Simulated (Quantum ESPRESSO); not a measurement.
**BaZrO3 in Quantum ESPRESSO: the effect of functional**

BaZrO3:

```xyz
5
Lattice="4.1913 0.0000 0.0000 0.0000 4.1913 0.0000 0.0000 0.0000 4.1913" Properties=species:S:1:pos:R:3 pbc="T T T"
Ba    0.0000    0.0000    0.0000
Zr    2.0957    2.0957    2.0957
O     2.0957    2.0957    0.0000
O     2.0957    0.0000    2.0957
O     0.0000    2.0957    2.0957
```

Alike in all runs:

| Quantity | Value |
| --- | --- |
| Program | Quantum ESPRESSO 7.5 |
| Task | phonons |
| Cutoff | 1143 eV |
| Density cutoff | 4572 eV |
| k mesh | 4 × 4 × 4, shifted |
| Occupations | fermi-dirac, width 0.05 eV |
| Spin | no spin polarisation |

Each run relaxes the cell or the atoms first.

```csv
functional,potentials or basis,relaxed volume (Å³/atom),dielectric constant (mean),highest phonon frequency (cm⁻¹)
LDA,PseudoDojo 0.4.1 SR LDA standard,14.29,4.82,525
revPBE,PseudoDojo 0.4.1 SR PBE standard,15.35,4.74,456
RPBE,PseudoDojo 0.4.1 SR PBE standard,?,?,?
PW91,PseudoDojo 0.4.1 SR PBE standard,15.08,4.77,490
vdW-DF-cx,PseudoDojo 0.4.1 SR PBE standard,14.72,4.80,515
```

**Question.** What does the run with functional RPBE give?

**Answer.** Relaxed volume 15.44 Å³/atom; dielectric constant 4.73 mean; highest phonon frequency 451 cm⁻¹.

Caveats: this release of the barium file is off; the potentials were made for another functional, which shifts forces and pressure (some runs); before the sum rule the acoustic modes lie tens of cm⁻¹ from zero, a sign that the density grid also shifts the optical modes (some runs).

Runs at the PBE level aren't shown here.
